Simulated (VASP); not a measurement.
# CuCl (F-43m) in VASP: a series of runs, part 2 of 3

VASP 6.6.1. Earlier steps stand in the parts before.

## 3. Electric field gradients, PBE (volume scaled by 0.97)

Contents of INCAR:

```
SYSTEM = CuCl
PREC = Accurate
ENCUT = 520
EDIFF = 1E-8
ISMEAR = -1
SIGMA = 0.05
LREAL = .FALSE.
LASPH = .TRUE.
NELM = 120
ALGO = Normal
ISIF = 2
LWAVE = .FALSE.
LCHARG = .FALSE.
GGA = PE
LEFG = .TRUE.
NBANDS = 16
GGA_COMPAT = .FALSE.
```

Contents of KPOINTS:

```
Automatic mesh
0
G
  13 13 13
  0 0 0
```

Contents of POSCAR:

```
CuCl
1.0
    0.0000000000      2.6827233808      2.6827233808
    2.6827233808      0.0000000000      2.6827233808
    2.6827233808      2.6827233808      0.0000000000
Cu Cl
1 1
Direct
    0.0000000000      0.0000000000      0.0000000000
    0.7500000000      0.7500000000      0.7500000000
```

Potentials or basis: VASP PAW PBE potentials, release 64 (Cu, Cl).

Started as:

```console
cat potpaw_PBE.64/Cu/POTCAR potpaw_PBE.64/Cl/POTCAR > POTCAR
mpirun -np 1 vasp_std > vasp.out
```

OUTCAR:

```text
SYSTEM = CuCl
   PREC = Accurate
   ENCUT = 520
   EDIFF = 1E-8
   ISMEAR = -1
   LREAL = .FALSE.
   LASPH = .TRUE.
   NELM = 120
   ISIF = 2
   GGA = PE

 ion  position               nearest neighbor table
   1  0.000  0.000  0.000-   2 2.32   2 2.32   2 2.32   2 2.32
   2  0.750  0.750  0.750-   1 2.32   1 2.32   1 2.32   1 2.32

  LATTYP: Found a face centered cubic cell.
 ALAT       =     5.3654467616

  Lattice vectors:

 A1 = (   0.0000000000,   2.6827233808,   2.6827233808)
 A2 = (   2.6827233808,   0.0000000000,   2.6827233808)
 A3 = (   2.6827233808,   2.6827233808,   0.0000000000)

Analysis of symmetry for initial positions (statically):
=====================================================================
 Subroutine PRICEL returns:
 Original cell was already a primitive cell.

 Routine SETGRP: Setting up the symmetry group for a
 face centered cubic supercell.

 Subroutine GETGRP returns: Found 24 space group operations
 (whereof 24 operations were pure point group operations)
 out of a pool of 48 trial point group operations.

The static configuration has the point symmetry T_d .

Analysis of symmetry for dynamics (positions and initial velocities):
=====================================================================
 Subroutine PRICEL returns:
 Original cell was already a primitive cell.

 Routine SETGRP: Setting up the symmetry group for a
 face centered cubic supercell.

 Subroutine GETGRP returns: Found 24 space group operations
 (whereof 24 operations were pure point group operations)
 out of a pool of 48 trial point group operations.

The dynamic configuration has the point symmetry T_d .

 Subroutine INISYM returns: Found 24 space group operations
 (whereof 24 operations are pure point group operations),
 and found     1 'primitive' translations

----------------------------------------------------------------------------------------

                                     Primitive cell

  volume of cell :      38.6151

  direct lattice vectors                    reciprocal lattice vectors
     0.000000000  2.682723381  2.682723381    -0.186377770  0.186377770  0.186377770
     2.682723381  0.000000000  2.682723381     0.186377770 -0.186377770  0.186377770
     2.682723381  2.682723381  0.000000000     0.186377770  0.186377770 -0.186377770

  length of vectors
     3.793943789  3.793943789  3.793943789     0.322815766  0.322815766  0.322815766

  position of ions in fractional coordinates (direct lattice)
     0.000000000  0.000000000  0.000000000
     0.750000000  0.750000000  0.750000000

  ion indices of the primitive-cell ions
   primitive index   ion index
                 1           1
                 2           2

----------------------------------------------------------------------------------------

 KPOINTS: Automatic mesh

Automatic generation of k-mesh.
 Grid dimensions read from file:
 generate k-points for:   13   13   13

 Generating k-lattice:

  Cartesian coordinates                     Fractional coordinates (reciprocal lattice)
[... 64 lines left out ...]
   IBRION =     -1    ionic relax: 0-MD 1-quasi-New 2-CG
   NFREE  =      0    steps in history (QN), initial steepest desc. (CG)
   ISIF   =      2    stress and relaxation
   ISYM   =      2    0-nonsym 1-usesym 2-fastsym
   POTIM  = 0.5000    time-step for ionic-motion
   TEBEG  =    0.0;   TEEND  =   0.0 temperature during run
   PSTRESS=    0.0 pullay stress
   NELECT =      18.0000    total number of electrons
   NUPDOWN=      -1.0000    fix difference up-down
   EMIN   =  10.00;   EMAX   =-10.00  energy-range for DOS
   EFERMI =   0.00;   METHOD = LEGACY
   ISMEAR =    -1;   SIGMA  =   0.05  broadening in eV -4-tet -1-fermi 0-gaus
   EFERMI_NEDOS =   21; number of points for ismear=-14 and -15
   IALGO  =     38    algorithm
   IMIX   =      4    mixing-type and parameters
     AMIX     =   0.40;   BMIX     =  1.00
     AMIX_MAG =   1.60;   BMIX_MAG =  1.00
  volume/ion in A,a.u.               =      19.31       130.29
  Fermi-wavevector in a.u.,A,eV,Ry     =   1.269345  2.398715 21.922216  1.611237
  Thomas-Fermi vector in A             =   2.402391
   LORBIT       =      0    0 simple, 1 ext, 2 COOP (PROOUT), +10 PAW based schemes
   GGA     = PE    functional components
   LHFCALC =     F    Hartree Fock is set to
   AEXX    =    0.0000 exact exchange contribution
   IVDW    =     0    specifies the selected vdW correction
   LEPSILON=     F    determine dielectric tensor
   LRPA    =     F    only Hartree local field effects (RPA)
 non-spin polarized calculation
  energy-cutoff  :      520.00
  volume of cell :       38.62
 maximum number of plane-waves:      1052
   NGX = 15   NGY = 15   NGZ = 15

 number of electron      17.9999998 magnetization

 Free energy of the ion-electron system (eV)
  ---------------------------------------------------
  ext. energy  EPLUGINS =         0.00000000
  ---------------------------------------------------
  free energy    TOTEN  =        -6.33472680 eV

  energy without entropy =       -6.33471676  energy(sigma->0) =       -6.33472178

 E-fermi :   4.5281     XC(G=0):  -9.5408

 val. band max:        4.1466109351   @ k =   0.0000   0.0000   0.0000
 cond. band min:       4.7408328260   @ k =   0.0000   0.0000   0.0000
 fundamental gap:      0.5942218909
 Fermi energy:         4.5281439515

 k-point     1 :       0.0000    0.0000    0.0000
  band No.  band energies     occupation
      1     -13.0262      2.00000
      2      -0.9059      2.00000
      3      -0.9059      2.00000
      4      -0.9059      2.00000
      5       2.5809      2.00000
      6       2.5809      2.00000
[... 433 lines left out ...]
      3      -1.1163      2.00000
      4      -0.9243      2.00000
      5       2.5265      2.00000
      6       2.6779      2.00000
[... 8 lines left out ...]
     15      17.3608      0.00000
     16      17.8408      0.00000

 [... further k-points ...]
[... 5 lines left out ...]
  --------------------------------------------------------------------------------------
  -------------------------------------------------------------------------------------
  Total        0.4431722      0.4431722      0.4431722      0.0000000     -0.0000000      0.0000000
  in kB       18.3876143     18.3876143     18.3876143      0.0000000     -0.0000000      0.0000000
  external PRESSURE =      18.3876143 kB  Pullay stress =       0.0000000 kB

 VOLUME and BASIS-vectors are now :
 -----------------------------------------------------------------------------
  energy-cutoff  :      520.00
  volume of cell :       38.62
      direct lattice vectors                 reciprocal lattice vectors
     0.000000000  2.682723381  2.682723381    -0.186377770  0.186377770  0.186377770
     2.682723381  0.000000000  2.682723381     0.186377770 -0.186377770  0.186377770
     2.682723381  2.682723381  0.000000000     0.186377770  0.186377770 -0.186377770

 POSITION                                       TOTAL-FORCE (eV/Angst)
 -----------------------------------------------------------------------------------
      0.00000      0.00000      0.00000         0.000000      0.000000      0.000000
      4.02409      4.02409      4.02409        -0.000000     -0.000000     -0.000000
 -----------------------------------------------------------------------------------
    total drift:                               -0.000001     -0.000001     -0.000001

  FREE ENERGIE OF THE ION-ELECTRON SYSTEM (eV)
  ---------------------------------------------------
  free  energy   TOTEN  =        -6.3347268045 eV

  energy  without entropy=       -6.3347167625  energy(sigma->0) =       -6.33472178

 Electric field gradients (V/A^2)
---------------------------------------------------------------------
 ion       V_xx      V_yy      V_zz      V_xy      V_xz      V_yz
---------------------------------------------------------------------
   1      -0.000    -0.000    -0.000    -0.003    -0.003    -0.003
   2       0.000    -0.000    -0.000     0.000     0.000     0.000
---------------------------------------------------------------------

 Electric field gradients after diagonalization (V/A^2)
 (convention: |V_zz| > |V_xx| > |V_yy|)
----------------------------------------------------------------------
 ion       V_xx      V_yy      V_zz     asymmetry (V_yy - V_xx)/ V_zz
----------------------------------------------------------------------
   1       0.003     0.003    -0.006       0.000
   2      -0.000    -0.000     0.001       0.000
----------------------------------------------------------------------

           NMR quadrupolar parameters

 Cq : quadrupolar parameter    Cq=e*Q*V_zz/h
 eta: asymmetry parameters     (V_yy - V_xx)/ V_zz
 Q  : nuclear electric quadrupole moment in mb (millibarn)
----------------------------------------------------------------------
 ion       Cq(MHz)       eta       Q (mb)
----------------------------------------------------------------------
   1      -0.000       0.000       1.000
   2       0.000       0.000       1.000
----------------------------------------------------------------------
```

OSZICAR:

```text
N       E                     dE             d eps       ncg     rms          rms(c)
DAV:   1     0.117264696439E+03    0.11726E+03   -0.85207E+03  2720   0.140E+03
DAV:   2     0.282400045337E+01   -0.11444E+03   -0.10383E+03  2984   0.267E+02
DAV:   3    -0.633138777164E+01   -0.91554E+01   -0.90280E+01  3528   0.788E+01
DAV:   4    -0.654488757335E+01   -0.21350E+00   -0.21333E+00  3232   0.117E+01
DAV:   5    -0.655311273640E+01   -0.82252E-02   -0.82246E-02  3880   0.254E+00    0.546E+00
DAV:   6    -0.641834901563E+01    0.13476E+00   -0.14489E+00  3160   0.329E+01    0.324E+00
DAV:   7    -0.633673559581E+01    0.81613E-01   -0.46390E-01  2864   0.182E+01    0.194E+00
DAV:   8    -0.633480458210E+01    0.19310E-02   -0.13951E-02  4336   0.120E+00    0.694E-01
DAV:   9    -0.633463265368E+01    0.17193E-03   -0.30351E-03  3520   0.147E+00    0.657E-02
DAV:  10    -0.633467647013E+01   -0.43816E-04   -0.43972E-04  4376   0.393E-01    0.352E-02
DAV:  11    -0.633472881833E+01   -0.52348E-04   -0.96193E-05  3672   0.128E-01    0.167E-02
DAV:  12    -0.633472671409E+01    0.21042E-05   -0.54980E-06  4144   0.337E-02    0.934E-03
DAV:  13    -0.633472680898E+01   -0.94891E-07   -0.21099E-06  4192   0.235E-02    0.325E-03
DAV:  14    -0.633472688091E+01   -0.71929E-07   -0.17513E-07  4336   0.675E-03    0.220E-03
DAV:  15    -0.633472683968E+01    0.41230E-07   -0.17633E-08  2880   0.295E-03    0.109E-03
DAV:  16    -0.633472680254E+01    0.37137E-07   -0.18116E-08  3688   0.175E-03    0.134E-04
DAV:  17    -0.633472680445E+01   -0.19086E-08   -0.18402E-09  1632   0.338E-04
   1 F= -.63347268E+01 E0= -.63347218E+01  d E =-.100420E-04
```

Wall time 37 s (1 thread of AMD EPYC 9R45 (Zen 5), shared host); peak memory 0.16 GiB.

What came out:

```yaml
Free_energy: -6.3347 eV
Pressure: 1.8 GPa
Band_gap_on_the_k_mesh: 0.59 eV, direct
```

Caveat: the cell differs from its parent crystal (volume scaled by 0.97); without QUAD_EFG the Cq values of the log hold for a quadrupole moment of 1 mb, not for the nuclei. A k mesh can miss the band edges.

## 4. Electric field gradients, PBE

This run uses another cell than the first one, of 19.90 Å³/atom, 1.063 times its volume.

Contents of INCAR:

```
PREC     = Accurate       # precision mode
ENCUT    = 520            # plane-wave cutoff, eV
EDIFF    = 1E-8           # SCF threshold, eV
ISMEAR   = -1             # smearing method
SIGMA    = 0.05           # smearing width, eV
LREAL    = F              # projectors in reciprocal space
LASPH    = T              # aspherical terms in the spheres
NELM     = 120            # most SCF steps
ALGO     = Normal         # electronic algorithm
ISIF     = 2              # what is computed and relaxed
LWAVE    = F              # write WAVECAR
LCHARG   = F              # write CHGCAR
GGA      = PE             # functional
LEFG     = T            
NBANDS   = 16             # bands
GGA_COMPAT= F
```

Contents of KPOINTS:

```
regular mesh
0
Gamma
  13 13 13
```

Contents of POSCAR:

```
CuCl
1.0
    0.0000000000      2.7101000000      2.7101000000
    2.7101000000      0.0000000000      2.7101000000
    2.7101000000      2.7101000000      0.0000000000
Cu Cl
1 1
Direct
    0.0000000000      0.0000000000      0.0000000000
    0.7500000000      0.7500000000      0.7500000000
```

Potentials or basis: VASP PAW PBE potentials, release 64 (Cu, Cl).

Started as:

```console
cat potpaw_PBE.64/Cu/POTCAR potpaw_PBE.64/Cl/POTCAR > POTCAR
mpirun -np 1 vasp_std > vasp.out
```

OUTCAR:

```text
PREC = Accurate
   ENCUT = 520
   EDIFF = 1E-8
   ISMEAR = -1
   LREAL = F
   LASPH = T
   NELM = 120
   ISIF = 2
   GGA = PE

 ion  position               nearest neighbor table
   1  0.000  0.000  0.000-   2 2.35   2 2.35   2 2.35   2 2.35
   2  0.750  0.750  0.750-   1 2.35   1 2.35   1 2.35   1 2.35

  LATTYP: Found a face centered cubic cell.
 ALAT       =     5.4202000000

  Lattice vectors:

 A1 = (   0.0000000000,   2.7101000000,   2.7101000000)
 A2 = (   2.7101000000,   0.0000000000,   2.7101000000)
 A3 = (   2.7101000000,   2.7101000000,   0.0000000000)

Analysis of symmetry for initial positions (statically):
=====================================================================
 Subroutine PRICEL returns:
 Original cell was already a primitive cell.

 Routine SETGRP: Setting up the symmetry group for a
 face centered cubic supercell.

[... 643 lines left out ...]
  energy-cutoff  :      520.00
  volume of cell :       39.81
      direct lattice vectors                 reciprocal lattice vectors
     0.000000000  2.710100000  2.710100000    -0.184495037  0.184495037  0.184495037
     2.710100000  0.000000000  2.710100000     0.184495037 -0.184495037  0.184495037
     2.710100000  2.710100000  0.000000000     0.184495037  0.184495037 -0.184495037

 POSITION                                       TOTAL-FORCE (eV/Angst)
 -----------------------------------------------------------------------------------
      0.00000      0.00000      0.00000         0.000000      0.000000      0.000000
      4.06515      4.06515      4.06515        -0.000000     -0.000000     -0.000000
 -----------------------------------------------------------------------------------
    total drift:                                0.000000      0.000000      0.000000

  FREE ENERGIE OF THE ION-ELECTRON SYSTEM (eV)
  ---------------------------------------------------
  free  energy   TOTEN  =        -6.3427224268 eV

  energy  without entropy=       -6.3427050322  energy(sigma->0) =       -6.34271373

 Electric field gradients (V/A^2)
---------------------------------------------------------------------
 ion       V_xx      V_yy      V_zz      V_xy      V_xz      V_yz
---------------------------------------------------------------------
   1      -0.000     0.000    -0.000     0.004     0.004     0.004
   2      -0.000     0.000     0.000    -0.001    -0.001    -0.001
---------------------------------------------------------------------

 Electric field gradients after diagonalization (V/A^2)
 (convention: |V_zz| > |V_xx| > |V_yy|)
----------------------------------------------------------------------
 ion       V_xx      V_yy      V_zz     asymmetry (V_yy - V_xx)/ V_zz
----------------------------------------------------------------------
   1      -0.004    -0.004     0.008       0.000
   2       0.001     0.001    -0.001       0.000
----------------------------------------------------------------------

           NMR quadrupolar parameters

 Cq : quadrupolar parameter    Cq=e*Q*V_zz/h
 eta: asymmetry parameters     (V_yy - V_xx)/ V_zz
 Q  : nuclear electric quadrupole moment in mb (millibarn)
----------------------------------------------------------------------
 ion       Cq(MHz)       eta       Q (mb)
----------------------------------------------------------------------
   1       0.000       0.000       1.000
   2      -0.000       0.000       1.000
----------------------------------------------------------------------
```

OSZICAR:

```text
N       E                     dE             d eps       ncg     rms          rms(c)
DAV:   1     0.113421244868E+03    0.11342E+03   -0.84953E+03  2712   0.136E+03
DAV:   2     0.262871438347E+01   -0.11079E+03   -0.10060E+03  2896   0.258E+02
DAV:   3    -0.632918895610E+01   -0.89579E+01   -0.88333E+01  3552   0.771E+01
DAV:   4    -0.654255547674E+01   -0.21337E+00   -0.21323E+00  3224   0.117E+01
DAV:   5    -0.655045615100E+01   -0.79007E-02   -0.79001E-02  3888   0.244E+00    0.525E+00
DAV:   6    -0.641959410368E+01    0.13086E+00   -0.13592E+00  3256   0.313E+01    0.310E+00
DAV:   7    -0.634444138553E+01    0.75153E-01   -0.44153E-01  2864   0.173E+01    0.186E+00
DAV:   8    -0.634269100556E+01    0.17504E-02   -0.12943E-02  4448   0.118E+00    0.678E-01
DAV:   9    -0.634261906641E+01    0.71939E-04   -0.28479E-03  3648   0.136E+00    0.642E-02
DAV:  10    -0.634266991739E+01   -0.50851E-04   -0.42007E-04  4360   0.388E-01    0.333E-02
DAV:  11    -0.634272393392E+01   -0.54017E-04   -0.94049E-05  3576   0.115E-01    0.145E-02
DAV:  12    -0.634272227100E+01    0.16629E-05   -0.45450E-06  4160   0.305E-02    0.815E-03
DAV:  13    -0.634272245620E+01   -0.18520E-06   -0.17578E-06  4144   0.196E-02    0.317E-03
DAV:  14    -0.634272250768E+01   -0.51473E-07   -0.14310E-07  4392   0.673E-03    0.227E-03
DAV:  15    -0.634272245856E+01    0.49112E-07   -0.16665E-08  2848   0.293E-03    0.104E-03
DAV:  16    -0.634272242428E+01    0.34283E-07   -0.19327E-08  3704   0.159E-03    0.140E-04
DAV:  17    -0.634272242684E+01   -0.25595E-08   -0.12943E-09  1712   0.294E-04
   1 F= -.63427224E+01 E0= -.63427137E+01  d E =-.173947E-04
```

Wall time 41 s (1 thread of AMD EPYC 9R45 (Zen 5), shared host); peak memory 0.17 GiB.

Results:

```yaml
Free_energy: -6.3427 eV
Pressure: 0.2 GPa
Band_gap_on_the_k_mesh: 0.54 eV, direct
```

Caveat: without QUAD_EFG the Cq values of the log hold for a quadrupole moment of 1 mb, not for the nuclei.

(Continued in part 3 of 3.)
